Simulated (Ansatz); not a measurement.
Br in several cubic structure types, each at its own equilibrium volume.

These are results of PBE, plane waves, PAW datasets (generated soft set 1) (Ansatz 0.2.0 development build), not measurements.

Settings: cutoff 420 eV; no spin polarisation; Fermi–Dirac smearing of 0.0612 eV; k-meshes 41³ (bcc), 27³ (diamond), 40³ (fcc), 35³ (simple cubic).

Question: Rank the structures by energy per atom, lowest first.
A. fcc
B. bcc
C. simple cubic
D. diamond

Answer: C (0.0 meV/atom), B (192 meV/atom), D (196 meV/atom), A (225 meV/atom).

Question: Give the equilibrium volume and bulk modulus of each.

Answer: 
```tsv
structure	V₀ (Å³/atom)	B₀ (GPa)
bcc	26.77	28
diamond	43.06	15.0
fcc	26.40	28
simple cubic	29.81	29
```

Only these cubic types are compared here; the real ground state can be another structure or magnetic.

Model structures, not the usual forms at ambient conditions (metastable or hypothetical): Br (bcc type), Br (diamond type), Br (fcc type), Br (simple cubic type). Spin polarisation is left out, and a magnetic state may lie lower.
